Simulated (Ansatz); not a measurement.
ZrO$_{2}$ (tetragonal-ZrO2 type, space group P4_2/nmc)

```
CELL_PARAMETERS angstrom
      3.62104     0.00000     0.00000
      0.00000     3.62104     0.00000
      0.00000     0.00000     5.28279
ATOMIC_POSITIONS crystal
  Zr 0.00000 0.00000 0.00000
  Zr 0.50000 0.50000 0.50000
  O  0.00000 0.50000 0.19278
  O  0.00000 0.50000 0.69278
  O  0.50000 0.00000 0.30722
  O  0.50000 0.00000 0.80722
```

In this cell atom 6 (O, nearest neighbour Zr at 2.077 Å; its periodic images, 3.6 Å or more away, move with it) is moved by u·(0.707, 0.707, 0.000) + v·(0.000, 0.000, 1.000); the rest is frozen.

Level of theory: PBE (plane waves to 420 eV, PAW, scalar-relativistic; Ansatz, an electronic-structure program). k mesh 7×7×5 (Γ-centred), Fermi-Dirac smearing 0.05 eV. Stress and pressure are positive under compression. Points where atoms come too close for the PAW data are left out (x in tables, blank in figures). This is a high-temperature form of ZrO2. ZrO2 is run without spin polarisation. ZrO2 was relaxed with its symmetry unable to fall. 

| P (GPa) | u = -0.310 | u = -0.207 | u = -0.103 | u = 0.000 | u = 0.103 | u = 0.207 | u = 0.310 |
|---|---|---|---|---|---|---|---|
| v = -0.310 | 2.4 | 0.7 | -0.3 | -0.7 | -0.3 | 0.7 | 2.4 |
| v = -0.207 | 1.9 | 0.2 | -0.9 | -1.2 | -0.9 | 0.2 | 1.9 |
| v = -0.103 | 2.3 | 0.5 | -0.6 | -1.0 | -0.6 | 0.5 | 2.3 |
| v = 0.000 | ? | 1.6 | 0.4 | 0.0 | 0.4 | 1.6 | ? |
| v = 0.103 | 5.5 | ? | 2.1 | 1.7 | 2.1 | ? | 5.5 |
| v = 0.207 | x | 5.9 | 4.5 | 4.0 | 4.5 | 5.9 | x |
| v = 0.310 | x | 8.9 | ? | 6.9 | ? | 8.9 | x |

Question: Fill in the missing entries.

Answer: 
- v = 0.000, u = -0.310: 3.5
- v = 0.000, u = 0.310: 3.5
- v = 0.103, u = -0.207: 3.4
- v = 0.103, u = 0.207: 3.4
- v = 0.310, u = -0.103: 7.4
- v = 0.310, u = 0.103: 7.4

(A displaced cell: forces are minus the slopes of the energy, force constants its curvatures, and phonons follow from these.)
